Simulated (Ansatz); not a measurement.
# Si2Mo: stress in a strained cell

Aim: deform Si2Mo (equal xx and yy strain of -1 %) and compute stress, forces and field gradients with LAPW, PAW and all-electron datasets made for the crystal.

Computed with Ansatz 0.2.0 (DFT PBE, scalar-relativistic, unless a step's input says otherwise).

## (1) Starting point

Symmetry: I4/mmm, No. 139, tetragonal system. Conventional cell: a = 3.200 Å, b = 3.200 Å, c = 7.861 Å, α = 90.00°, β = 90.00°, γ = 90.00°. Around Si (site symmetry 4mm) lie 5 Si at 2.61 to 2.63 Å and 5 Mo at 2.62 Å. Mo (site symmetry 4/mmm) is surrounded by 10 Si at 2.62 Å.

Structure file:

```
Si Mo
1.0
    -1.60000    1.60000    3.93050
     1.60000   -1.60000    3.93050
     1.60000    1.60000   -3.93050
Si Mo
2 1
Cartesian
  0.0000 0.0000 2.6177
  0.0000 0.0000 5.2433
  0.0000 0.0000 0.0000
```

Atoms are numbered in the order of the input: Si1, Si2, Mo3.

## (2) The deformed structure

Space group I4/mmm before, I4/mmm after.

## (3) LAPW, all electrons

input.yaml reads:

```yaml
crystal:
  lattice:
    - [-1.584, 1.584, 3.9305]
    - [1.584, -1.584, 3.9305]
    - [1.584, 1.584, -3.9305]
  atoms:
    - { symbol: Si, position: [0.333, 0.333, 0.0] }
    - { symbol: Si, position: [0.667, 0.667, 0.0] }
    - { symbol: Mo, position: [0.0, 0.0, 0.0] }
kpoints:
  mp_grid: { grid: [12, 12, 16] }
  band_path:
    path:
      - [0.0, 0.0, 0.0]
      - [0.0, 0.0, 0.5]
      - [0.25, 0.25, 0.25]
      - [0.0, 0.5, 0.0]
      - [0.0, 0.0, 0.0]
      - [0.5, 0.5, -0.5]
      - [0.2906026858, 0.7093973142, -0.2906026858]
      - [-0.2906026858, 0.2906026858, 0.2906026858]
      - [0.0, 0.0, 0.0]
    npoints: 5
scf:
  occupations: { method: fermi_dirac, width: 0.03 }
hamiltonian:
  xc: pbe
  pseudopotentials: { kind: all_electron, lapw: { basis_error: 0.001 } }
output:
  forces: true
  stress: true
  eigenvalues: true
```

Run with:

```sh
> ansatz run input.yaml --threads 1 --pin off --max-ram 6144MiB --backend cpu --events-out ev --progress --plain --runs-dir out
```

The program printed (excerpt; [...] marks lines left out):

```text
Warning: crystal.symmetry: narrowed to the stabiliser of the k-point mesh — unitary ops 16 → 4; excluded 12 operations that carry a point of the 12×12×16 mesh (shift [0, 0, 0]) off the mesh (the run samples exactly the mesh kpoints.mp_grid names, as under crystal.symmetry.detect: false, [...]
LAPW: plane waves up to 7.717 Å⁻¹, error target 1.0e-3 eV per atom; small_component_spin mean_spin; Si in spheres of 1.163 Å, 12 of its electrons in bands, Dirac shells []; Mo in spheres of 1.433 Å, 24 of its electrons in bands, Dirac shells []
[...]
Pseudopotentials: kind: all_electron
Pseudopotential: Si, LAPW, valence charge 12, Koelling and Harmon's equation, gaussian nucleus
Pseudopotential: Mo, LAPW, valence charge 24, Koelling and Harmon's equation, gaussian nucleus
Functional definition: PBE
[...]
Crystal: 3 atoms, lattice volume = 39.447 Å³
Basis set: ecut = 226.91743071402578 eV, 309 PW (Γ), FFT grids on a1+a3, a2+a3, a3, exchange–correlation at level 2
Bands: 29, of which v1, the nominal top of the filled ones, is band 24 counted from 1 (23 counted from 0)
Symmetry: 4 space group operations
k-points: 632 of 2304
[...]
SCF iter   1: F=—  HF=-125964.639341 eV  |F-HF|=—  |Δ(HF+E_count)|=         —  Δρ=4.30e-2  dr2=8.34e-1  ethr=1.73e-3  ⟨swp⟩=2.0  Hψ=121722  notcnv=0
[...]
the basis was enlarged: its passes take 403.4 KiB over the memory plan, 1 of 1 planned eigensolver slots
[...]
SCF iter  10: F=-125963.830591 eV  HF=-125963.830591 eV  |F-HF|=1.47e-8  |Δ(HF+E_count)|=   5.08e-8  Δρ=3.22e-6  dr2=8.42e-9  ethr=4.44e-10  ⟨swp⟩=2.0  Hψ=51434  notcnv=0
[...]
NSCF: frozen V_eff on 41 k-points
SCF converged after 10 iterations
Free energy (F): -125963.830591 eV
[...]
E sigma→0 (E₀):  -125963.830236 eV
Entropy (-TS):   -0.000710 eV (-0.237 meV/atom)
Fermi energy:    18.596029 eV
[...]
--- Forces (eV/Å), atoms counted from 1 ---
  atom   1  Si     0.00062999     0.00062999     0.24920225
  atom   2  Si    -0.00062999    -0.00062999    -0.24920225
  atom   3  Mo    -0.00000000    -0.00000000     0.00000000
[...]
--- Stress (GPa, compression-positive) ---
        8.217839       0.018710      -0.006691
        0.018710       8.217839      -0.006691
       -0.006691      -0.006691       3.511005
  P = ⅓ Tr σ = 6.6489 GPa (66.489 kbar)
--- Band table (eV; the first three rows and the last of 632) ---
[...]
```

It took 1.9 min on 1 thread of Intel Xeon Platinum 8488C (Sapphire Rapids), shared host; peak memory 1.7 GiB.

Read from it: pressure 6.65 GPa; no gap; largest force 0.249 eV/Å.

## (4) Frozen-core PAW

input.yaml reads:

```yaml
crystal:
  lattice:
    - [-1.584, 1.584, 3.9305]
    - [1.584, -1.584, 3.9305]
    - [1.584, 1.584, -3.9305]
  atoms:
    - { symbol: Si, position: [0.333, 0.333, 0.0] }
    - { symbol: Si, position: [0.667, 0.667, 0.0] }
    - { symbol: Mo, position: [0.0, 0.0, 0.0] }
kpoints:
  mp_grid: { grid: [12, 12, 16] }
scf:
  occupations: { method: fermi_dirac, width: 0.03 }
hamiltonian:
  xc: pbe
  pseudopotentials: { kind: paw }
output:
  forces: true
  stress: true
  eigenvalues: true
  efg: { contact_densities: true }
```

Run with:

```sh
> ansatz run input.yaml --threads 1 --pin off --max-ram 6144MiB --backend cpu --events-out ev --progress --plain --runs-dir out
```

The program printed (excerpt; [...] marks lines left out):

```text
Warning: crystal.symmetry: narrowed to the stabiliser of the k-point mesh — unitary ops 16 → 4; excluded 12 operations that carry a point of the 12×12×16 mesh (shift [0, 0, 0]) off the mesh (the run samples exactly the mesh kpoints.mp_grid names, as under crystal.symmetry.detect: false, [...]
Mo: output.efg is read without spin–orbit coupling, which moves field gradients at and beside such atoms by some per cent and up to a factor of two; PAW files take it under magnetization.noncollinear and magnetization.spin_orbit
[...]
Pseudopotentials: kind: paw
Pseudopotential: Si, paw, valence charge 4, recommended cutoff 420 eV (normal)
Pseudopotential: Mo, paw, valence charge 14, recommended cutoff 420 eV (normal)
[... 1 set-up line as earlier in the session ...]
[...]
Crystal: 3 atoms, lattice volume = 39.447 Å³
Basis set: ecut = 420 eV, 769 PW (Γ), FFT grids on a1+a3, a2+a3, a3, exchange–correlation on 48×48×64 points (8 copies of the dense FFT grid, shifted against one another)
[...]
  atom   2  Si    -0.00063621    -0.00063621    -0.25002346
  atom   3  Mo    -0.00000000    -0.00000000     0.00000000
[...]
--- Stress (GPa, compression-positive) ---
        8.191840       0.018650      -0.006713
        0.018650       8.191840      -0.006713
       -0.006713      -0.006713       3.479598
  P = ⅓ Tr σ = 6.6211 GPa (66.211 kbar)
--- PAW observables at the nuclei: V_zz in 10²¹ V/m², potentials from the cell's mean, atoms counted from 1 ---
  atom   1  Si V_zz =    -1.051215   η = 0.0011   by run symmetry: allowed
            electrostatic potential = -1368.644027 V   contact ρ = 12810.446664 e/Å³
  atom   2  Si V_zz =    -1.051215   η = 0.0011   by run symmetry: allowed
            electrostatic potential = -1368.644027 V   contact ρ = 12810.446664 e/Å³
  atom   3  Mo V_zz =    -4.895358   η = 0.0108   by run symmetry: allowed
            electrostatic potential = -6358.419782 V   contact ρ = 595248.930040 e/Å³
--- Band table (eV; the first three rows and the last of 632) ---
  k-point 0: bands = ["-44.3401", "-18.5236", "-18.3977", "-18.3969", "2.7410", "9.8862", "12.7997", "13.2415", "13.7008", "13.7010", "16.8417", "19.4123", "19.6306", "20.1400", "20.1403"]
[...]
```

It took 15 s on 1 thread of Intel Xeon Platinum 8488C (Sapphire Rapids), shared host; peak memory 0.65 GiB.

This run gives: pressure 6.62 GPa; no gap; largest force 0.250 eV/Å; Vzz Si1 -1.1, Mo3 -4.9 (10²¹ V/m²).

## (5) Datasets made for this crystal

input.yaml: that of step 4 with these lines changed.

```diff
@@ -15,3 +15,3 @@
   xc: pbe
-  pseudopotentials: { kind: paw }
+  pseudopotentials: { kind: all_electron, datasets: crystal }
 output:
```

Run with:

```sh
> ansatz run input.yaml --threads 1 --pin off --max-ram 6144MiB --backend cpu --events-out ev --progress --plain --runs-dir out
```

The program printed (excerpt; [...] marks lines left out):

```text
Warning: crystal.symmetry: narrowed to the stabiliser of the k-point mesh — unitary ops 16 → 4; excluded 12 operations that carry a point of the 12×12×16 mesh (shift [0, 0, 0]) off the mesh (the run samples exactly the mesh kpoints.mp_grid names, as under crystal.symmetry.detect: false, [...]
Mo: output.efg is read without spin–orbit coupling, which moves field gradients at and beside such atoms by some per cent and up to a factor of two; PAW files take it under magnetization.noncollinear and magnetization.spin_orbit
[...]
[... 1 set-up line as earlier in the session ...]
Pseudopotential: Si, paw, valence charge 12, recommended cutoff 300 eV (normal), Koelling and Harmon's equation, gaussian nucleus
Pseudopotential: Mo, paw, valence charge 14, recommended cutoff 300 eV (normal), Koelling and Harmon's equation, gaussian nucleus
[... 1 set-up line as earlier in the session ...]
[...]
Crystal: 3 atoms, lattice volume = 39.447 Å³
[...]
  atom   2  Si    -0.00063006    -0.00063006    -0.24911551
  atom   3  Mo     0.00000000     0.00000000     0.00000000
[...]
--- Stress (GPa, compression-positive) ---
        8.216682       0.018675      -0.006710
        0.018675       8.216682      -0.006710
       -0.006710      -0.006710       3.510280
  P = ⅓ Tr σ = 6.6479 GPa (66.479 kbar)
  It holds what live shells' own plane waves past their cutoff add
--- PAW observables at the nuclei: V_zz in 10²¹ V/m², potentials from the cell's mean, atoms counted from 1 ---
  atom   1  Si V_zz =    -1.038503   η = 0.0010   by run symmetry: allowed
            electrostatic potential = -1368.489360 V   contact ρ = 12819.431606 e/Å³
  atom   2  Si V_zz =    -1.038503   η = 0.0010   by run symmetry: allowed
            electrostatic potential = -1368.489360 V   contact ρ = 12819.431606 e/Å³
  atom   3  Mo V_zz =    -4.937508   η = 0.0107   by run symmetry: allowed
            electrostatic potential = -6358.477347 V   contact ρ = 595303.031327 e/Å³
--- Band table (eV; the first three rows and the last of 632) ---
  k-point 0: bands = ["4.9205", "12.0649", "14.9770", "15.4217", "15.8807", "15.8810", "19.0223", "21.5942", "21.8084"]
[...]
```

Run time: 45 s. Hardware: 1 thread of Intel Xeon Platinum 8488C (Sapphire Rapids), shared host; peak memory 1.2 GiB.

This run gives: pressure 6.65 GPa; no gap; largest force 0.249 eV/Å; Vzz Si1 -1.0, Mo3 -4.9 (10²¹ V/m²).

## (6) Side by side

Stress (GPa, compression positive):

```
          method    xx    yy    zz     yz     xz    xy
            LAPW  8.22  8.22  3.51  -0.01  -0.01  0.02
             PAW  8.19  8.19  3.48  -0.01  -0.01  0.02
crystal datasets  8.22  8.22  3.51  -0.01  -0.01  0.02
```

Forces (eV/Å):

```
atom  LAPW x  LAPW y  LAPW z   PAW x   PAW y   PAW z  crystal datasets x  crystal datasets y  crystal datasets z
 Si1   0.001   0.001   0.249   0.001   0.001   0.250               0.001               0.001               0.249
 Si2  -0.001  -0.001  -0.249  -0.001  -0.001  -0.250              -0.001              -0.001              -0.249
 Mo3   0.000   0.000   0.000   0.000   0.000   0.000               0.000               0.000               0.000
```

| method | pressure (GPa) | largest force (eV/Å) | Vzz Si1 (10²¹ V/m²) | Vzz Mo3 (10²¹ V/m²) | SCF cycles, all passes |
| --- | --- | --- | --- | --- | --- |
| LAPW | 6.65 | 0.249 | – | – | 10 |
| PAW | 6.62 | 0.250 | -1.05 | -4.90 | 6 |
| crystal datasets | 6.65 | 0.249 | -1.04 | -4.94 | 9 |

## (7) Outcome

```
                                 quantity                                           value
                                 pressure  LAPW 6.65, PAW 6.62, crystal datasets 6.65 GPa
largest shear or deviatoric stress (LAPW)                                        3.14 GPa
```

What this shows: The largest part of the stress beyond the pressure is 3.14 GPa in size, in the zz component; the atoms are carried along and not relaxed. No run of the undeformed cell stands beside it, so the pressure holds what the given cell had before the change. PAW: stress within 0.03 GPa of LAPW, forces within 1 meV/Å. Crystal datasets: stress within 0.01 GPa of LAPW, forces within 1 meV/Å. The k mesh doesn't keep the crystal's whole symmetry, which leaves small spurious terms.
